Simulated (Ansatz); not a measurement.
**Deforming KF**

```xyz
2
Lattice="0.0000 2.6735 2.6735 2.6735 0.0000 2.6735 2.6735 2.6735 0.0000" Properties=species:S:1:pos:R:3 pbc="T T T"
K     0.0000    0.0000    0.0000
F     2.6735    2.6735    2.6735
```

Atom numbers follow the list: K1, F2.

The cell is COD entry 9008652, as deposited and not checked against the literature; nothing was relaxed.

Method: DFT, PBEsol, all-electron PAW with datasets made for the crystal, scalar-relativistic (Ansatz 0.2.0).

Sampling and basis: a Γ-centred 9×9×9 k mesh, Fermi–Dirac smearing of 0.01 eV, cutoff 280 eV (chosen by the program for this cell), no spin polarisation.

The unchanged cell is at -0.71 GPa.

Semilocal functionals give too small gaps.

x, y and z are the Cartesian axes of the cell as listed; fractional coordinates follow a strain, and an engineering shear is twice the off-diagonal strain component.

Vzz stands for the principal value of largest size of the field-gradient tensor, whatever its axis.

With this change (equal xy, yz and zx engineering shear strains of -2 %), what becomes of the energy and stress and field gradients and gap?

Energy change under 1 meV/atom; stress change (xx, yy, zz, yz, xz, xy) -0.01, -0.01, -0.01, 0.26, 0.26, 0.26 GPa, compression positive; Vzz in 10²¹ V/m²: K1 0 → 0.38 (η = 0.00), F2 0 → -0.12 (η = 0.00); gap on the k mesh 6.03 → 6.01 eV.

With equal xy, yz and zx engineering shear strains of -1 %: energy change under 1 meV/atom; stress change (xx, yy, zz, yz, xz, xy) 0.00, 0.00, 0.00, 0.14, 0.14, 0.14 GPa, compression positive; Vzz in 10²¹ V/m²: K1 0 → 0.19 (η = 0.00), F2 0 → -0.06 (η = 0.00); gap on the k mesh 6.03 → 6.02 eV.

With this change (equal xy, yz and zx engineering shear strains of +1 %), what becomes of the energy and stress and field gradients and gap?

Energy change under 1 meV/atom; stress change (xx, yy, zz, yz, xz, xy) 0.00, 0.00, 0.00, -0.14, -0.14, -0.14 GPa, compression positive; Vzz in 10²¹ V/m²: K1 0 → -0.20 (η = 0.00), F2 0 → 0.07 (η = 0.00); gap on the k mesh 6.03 → 6.03 eV.

With this change (equal xy, yz and zx engineering shear strains of +2 %), what becomes of the energy and stress and field gradients and gap?

Energy change +1 meV/atom; stress change (xx, yy, zz, yz, xz, xy) -0.01, -0.01, -0.01, -0.29, -0.29, -0.29 GPa, compression positive; Vzz in 10²¹ V/m²: K1 0 → -0.40 (η = 0.00), F2 0 → 0.14 (η = 0.00); gap on the k mesh 6.03 → 6.02 eV.
